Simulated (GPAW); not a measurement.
Mg:

```
Mg
1.0
     3.20930    0.00000    0.00000
    -1.60465    2.77934    0.00000
     0.00000    0.00000    5.21030
Mg
2
Cartesian
  1.6047 0.9264 3.9077
  0.0000 1.8529 1.3026
```

* Program: GPAW 26.7.0
* Task: relaxation of cell and atoms
* Functional: PBE
* Dispersion: D3(BJ)
* Potentials or basis: GPAW PAW data sets (gpaw-data 1.2.1)
* Cutoff: 800 eV
* Basis: pw
* k mesh: 7 × 7 × 4
* Occupations: fermi-dirac, width 0.05 eV
* Spin: no spin polarisation

At the start: pressure -2.2 GPa; volume 23.24 Å³/atom.

**Question.** How do energy, volume and symmetry change on relaxing?

**Answer.** Over 8 steps the energy falls by 16.2 meV/atom and the volume is 21.90 Å³/atom (-5.7 %); space group P6_3/mmc (No. 194, to 0.05 Å).

The path:
```csv
step,energy change (eV),largest force (eV/Å),pressure (GPa),volume (Å³)
1,0.0000,0.0000,-2.24,46.47
2,-0.0059,0.0000,-2.03,46.15
3,-0.0296,0.0001,0.52,43.09
4,-0.0301,0.0000,0.21,43.40
5,-0.0303,0.0000,0.14,43.49
6,-0.0313,0.0001,-0.13,43.80
7,-0.0324,0.0001,-0.24,43.98
8,-0.0325,0.0000,-0.10,43.81
```

Final structure:
```
Mg
1.0
     3.09704    0.00000    0.00000
    -1.54852    2.68211    0.00000
     0.00000    0.00000    5.27355
Mg
2
Direct
  0.66667 0.33333 0.75000
  0.33333 0.66667 0.25000
```

Caveat: later steps reuse the first step's grids; pairwise dispersion overbinds metals, which lowers pressure and volume.
